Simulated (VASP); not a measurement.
## Rh: work function with PBE

Rh, a slab with vacuum:

```
Rh
1.0
     2.71935    0.00000    0.00000
    -1.35967    2.35502    0.00000
     0.00000    0.00000   27.82628
Rh
4
Direct
  0.66667 0.33333 0.38321
  0.33333 0.66667 0.46098
  0.00000 0.00000 0.53902
  0.66667 0.33333 0.61679
```

The cell was built by a generator and needn't be a form met in nature.

| Quantity | Value |
| --- | --- |
| Program | VASP 6.6.1 |
| Task | work function |
| Functional | PBE |
| Potentials or basis | VASP PAW PBE potentials, release 64 (Rh_pv) |
| Cutoff | 520 eV |
| k mesh | 21 × 21 × 1 |
| Occupations | methfessel-paxton, width 0.1 eV |
| Spin | no spin polarisation |
| Dipole correction | yes |
| Further INCAR settings | ALGO = Normal; EDIFF = 1e-07 |

The largest force is 0.177 eV/Å and the band gap on the k mesh is none (metal or under the smearing width). The work function of the upper face is 5.11 eV and the work function of the lower face is 5.11 eV.

Forces in eV/Å, atoms in the order of the input:
```
Rh   0.000  0.000 -0.094
Rh   0.000  0.000  0.177
Rh   0.000  0.000 -0.177
Rh   0.000  0.000  0.094
```

Levels at points of the mesh, in eV from the Fermi level:
| k point | band 26 | band 27 | band 28 | band 29 | band 30 | band 31 | band 32 | band 33 |
| --- | --- | --- | --- | --- | --- | --- | --- | --- |
| (0.00, 0.00, 0.00) | -2.34 | -1.85 | -1.03 | -1.03 | -0.79 | -0.79 | -0.04 | -0.04 |

Wall time 8 min on 1 thread of Intel(R) Xeon(R) Platinum 8488C (Sapphire Rapids), with other jobs on the host, peak memory 0.4 GiB.
